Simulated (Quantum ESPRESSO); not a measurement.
NiO, 4 atoms in the cell. The structure is hexagonal, space group P6_3mc (No. 186). Conventional cell: a = 3.226 Å, b = 3.226 Å, c = 5.284 Å, α = 90.00°, β = 90.00°, γ = 120.00°. Ni (site symmetry 3m) has 4 O at 1.98 Å as nearest neighbours. Around O (site symmetry 3m) lie 4 Ni at 1.98 Å. Measurements of this composition are mostly on another form, of space group No. 225.

| Quantity | Value |
| --- | --- |
| Program | Quantum ESPRESSO 7.5 |
| Task | single point |
| Functional | PBEsol |
| Potentials or basis | GBRV 1.5 PBEsol |
| Cutoff | 612 eV |
| Density cutoff | 4898 eV |
| k mesh | 5 × 5 × 3 |
| Occupations | gaussian, width 0.05 eV |
| Spin | no spin polarisation |
| Hubbard terms | Ni d U = 2 eV |
| Hubbard projectors | ortho-atomic |
| Double | 0 |
| Magnetic state asked for | nm |
| Moments locked | none |
| Start of the occupations | random2 |
| Formal shell electrons | 1 d8, 2 d8 |
| Mixing beta | 0.3 |
| Iterations with occupations held | 12 |
| Nosym | yes |
| SCF threshold | 1e-06 Ry |
| Most SCF iterations | 100 |
| Mixing ndim | 12 |

Potentials or basis: GBRV 1.5 PBEsol.

Launch:

```bash
$ OMP_NUM_THREADS=1 pw.x -in start.in > start.out
$ cp occup.txt tmp/pwscf.save/occup.txt
$ OMP_NUM_THREADS=1 pw.x -in pw.in > pw.out
```

Hardware: 1 thread of Arm Neoverse V1, on a shared host.

Estimate the wall time of this run.

Run time: 3 min on 1 thread of Arm Neoverse V1, on a shared host, peak memory 0.2 GiB. Counts: scf iterations 43, k pools 1, bands 36, k points 38, g dense 37153.
